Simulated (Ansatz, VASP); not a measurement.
TaN in VASP and in Ansatz

```
Ta N
1.0
     2.88947    0.00000    0.00000
    -1.44473    2.50235    0.00000
     0.00000    0.00000    5.86080
Ta N
2 2
Cartesian
  0.0000 0.0000 0.0000
  0.0000 0.0000 2.9304
  0.0000 1.6682 1.4652
  1.4447 0.8341 4.3956
```

Alike in both runs: functional PBEsol; k mesh 18 × 18 × 8; occupations gaussian, width 0.1 eV; no spin polarisation.

Ansatz relaxed the structure, and its values are those at the end. VASP's run is a single point on that final structure, the one shown.

|  | VASP | Ansatz |
| --- | --- | --- |
| version | VASP 6.6.1 | Ansatz 0.2.0 |
| potentials or method | VASP PAW PBE potentials, release 64 (Ta_pv, N) | scalar-relativistic, plane waves, PAW |
| plane-wave cutoff (eV) | 520 | 420 |
| valence electrons in the cell | 32 | 36 |

```tsv
	VASP	Ansatz	Ansatz less VASP
gap on the k mesh at the Fermi level (eV)	none	none	-
pressure (GPa)	0.9	0.0	-0.88
```

A gap of «none» marks a metal or a gap that the smearing closes. With one functional, cell and mesh, what is left measures potentials, basis and numerics. The two sets of potentials don't hold the same shells in valence.

Caveats: the PAW data sets were made with another functional, which shifts forces and pressure a little (VASP). The runs have no spin-orbit coupling, so splittings on Ta are missing.
